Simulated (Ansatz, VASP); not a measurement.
## Two plane-wave programs on K

File INCAR:

```
ALGO = Normal
EDIFF = 1E-6
ENCUT = 520
GGA = PS
ISIF = 2
ISMEAR = 0
LASPH = T
LCHARG = F
LREAL = F
LWAVE = F
NBANDS = 10
NELM = 60
PREC = Accurate
SIGMA = 0.15
```

The input KPOINTS:

```
k-points
0
Gamma
  12 12 12
```

The input POSCAR:

```
K
1.0
    4.5256778731     -0.9051355746     -0.9051355746
   -0.9051355746      4.5256778731     -0.9051355746
   -0.9051355746     -0.9051355746      4.5256778731
K
1
Direct
    0.0000000000      0.0000000000      0.0000000000
```

Input for Ansatz:

```yaml
crystal:
  lattice:
    - [4.5256778731, -0.9051355746, -0.9051355746]
    - [-0.9051355746, 4.5256778731, -0.9051355746]
    - [-0.9051355746, -0.9051355746, 4.5256778731]
  atoms:
    - { symbol: K, position: [0.0, 0.0, 0.0] }
basis:
  ecutwfc: 420
kpoints:
  mp_grid: { grid: [12, 12, 12] }
hamiltonian:
  xc: pbesol
scf:
  occupations: { method: gaussian, width: 0.15 }
output:
  forces: true
  stress: true
  eigenvalues: true
```

Alike in both runs: task single point; functional PBEsol; k mesh 12 × 12 × 12; occupations gaussian, width 0.15 eV; no spin polarisation.

```csv
,VASP,Ansatz
version,VASP 6.6.1,Ansatz 0.2.0
potentials or method,"VASP PAW PBE potentials, release 64 (K_sv)","scalar-relativistic, plane waves, PAW"
plane-wave cutoff (eV),520,420
valence electrons in the cell,9,9
```

```tsv
	VASP	Ansatz	Ansatz less VASP
gap on the k mesh at the Fermi level (eV)	none	none	-
pressure (GPa)	-0.4	-0.4	+0.01
```

A gap of «none» marks a metal or a gap that the smearing closes.

Caveats: the PAW data sets were made with another functional, which shifts forces and pressure a little (VASP).
